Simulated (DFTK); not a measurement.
Wanted: the native input for a DFTK 0.8.2 run.

```yaml
Task: band structure
Functional: TASK
Potentials_or_basis: cp2k.nc.sr.pbe.v0_1.largecore.gth (PBE, GTH)
Cutoff: 2068 eV
k_mesh: 11 × 11 × 11
Occupations: fermi-dirac, width 0.05 eV
Spin: no spin polarisation
Valence_electrons: C 4
SCF_tolerance_on_the_density: 1e-06
SCF_solver: ScfAndersonSolver
```

The structure of C lies in POSCAR:

```
C
1.0
    0.0000000000      1.7833700000      1.7833700000
    1.7833700000      0.0000000000      1.7833700000
    1.7833700000      1.7833700000      0.0000000000
C
2
Direct
    0.7500000000      0.7500000000      0.7500000000
    0.5000000000      0.5000000000      0.5000000000
```

This isn't the form of C at room conditions, which is graphite.

One way to write it, as run:

run.jl

```julia
using DFTK
using PseudoPotentialData
using Unitful, UnitfulAtomic
using LinearAlgebra, Printf
include("save.jl")
disable_threading()

lines     = readlines("POSCAR")
lattice   = austrip(1u"Å") * parse(Float64, lines[2]) * hcat([parse.(Float64, split(l)) for l in lines[3:5]]...)
symbols   = vcat([fill(Symbol(s), parse(Int, n)) for (s, n) in zip(split(lines[6]), split(lines[7]))]...)
positions = [parse.(Float64, split(l)[1:3]) for l in lines[9:8+length(symbols)]]
pseudopotentials = PseudoFamily("cp2k.nc.sr.pbe.v0_1.largecore.gth")
elements = Dict(s => ElementPsp(s, pseudopotentials) for s in unique(symbols))
atoms    = [elements[s] for s in symbols]

build_model(lattice, positions; symmetries=true) =
    model_DFT(lattice, atoms, positions;
              functionals=[:mgga_x_task, :lda_c_pw],
              temperature=austrip(0.05u"eV"),
              smearing=Smearing.FermiDirac(),
              symmetries)
Ecut  = 76.0  # hartree
kgrid = [11, 11, 11]
tol   = 1e-6
to_GPa = ustrip(uconvert(u"GPa", 1u"hartree/bohr^3"))

model = build_model(lattice, positions)
basis = PlaneWaveBasis(model; Ecut, kgrid)
display(basis)
scfres = self_consistent_field(basis;
                               tol,
                               nbandsalg=AdaptiveBands(model; n_bands_converge=9),
                               solver=ScfAndersonSolver())
display(scfres.energies)
@printf "Fermi level: %.6f eV\n" ustrip(auconvert(u"eV", something(scfres.εF, NaN)))
forces = compute_forces_cart(scfres)
println("Forces (eV/Å)")
for (s, f) in zip(symbols, forces)
    @printf "%-3s %12.6f %12.6f %12.6f\n" s ustrip.(auconvert.(u"eV/Å", f))...
end
stress = compute_stresses_cart(scfres)
println("Stress (GPa)")
display(round.(stress * to_GPa; digits=4))
println("Levels at the first k-point (eV): ", round.(ustrip.(auconvert.(u"eV", scfres.eigenvalues[1][1:scfres.n_bands_converge])); digits=4))
save_scf!(scfres; forces, stress)

points = Dict("G" => [0.0, 0.0, 0.0], "K" => [0.375, 0.375, 0.75], "L" => [0.5, 0.5, 0.5], "U" => [0.625, 0.25, 0.625], "W" => [0.5, 0.25, 0.75], "X" => [0.5, 0.0, 0.5])
segments = [("G", "X", 7), ("X", "W", 4), ("W", "K", 3), ("K", "G", 7), ("G", "L", 6), ("L", "U", 4), ("U", "W", 3), ("W", "L", 5), ("L", "K", 4), ("U", "X", 3)]
kcoords = vcat([[points[a] + t * (points[b] - points[a]) for t in range(0, 1, n)] for (a, b, n) in segments]...)
bands = compute_bands(scfres, ExplicitKpoints(kcoords); n_bands=11, tol=1e-5)
for (k, ε) in zip(bands.basis.kpoints, bands.eigenvalues)
    @printf "%d %8.4f %8.4f %8.4f " k.spin k.coordinate...
    println(join([@sprintf("%9.4f", e) for e in ustrip.(auconvert.(u"eV", ε .- scfres.εF))]))
end
results["band_energies"] = rows(bands.eigenvalues); results["band_kpoints"] = rows(kcoords)
```

Potentials or basis: cp2k.nc.sr.pbe.v0_1.largecore.gth (PBE, GTH).

Command:

```sh
$ julia --threads=1 run.jl  # save.jl only writes the numbers to a file and isn't shown; printed stress counts tension as positive; times include loading and compiling
```

Results of the run:

The pressure is 7.7 GPa and the band gap on the k mesh is 4.20 eV, indirect (least direct gap 5.77 eV). The band gap along the path is 4.22 eV, indirect (least direct gap 5.77 eV).

Caveat: GTH potentials come without recommended cutoffs, and this one wasn't checked for convergence; the potentials were made for another functional, which shifts forces and pressure.

Run time: 3.5 min on 1 thread of Intel(R) Xeon(R) Platinum 8488C (Sapphire Rapids) (shared host), peak memory 1.5 GiB.
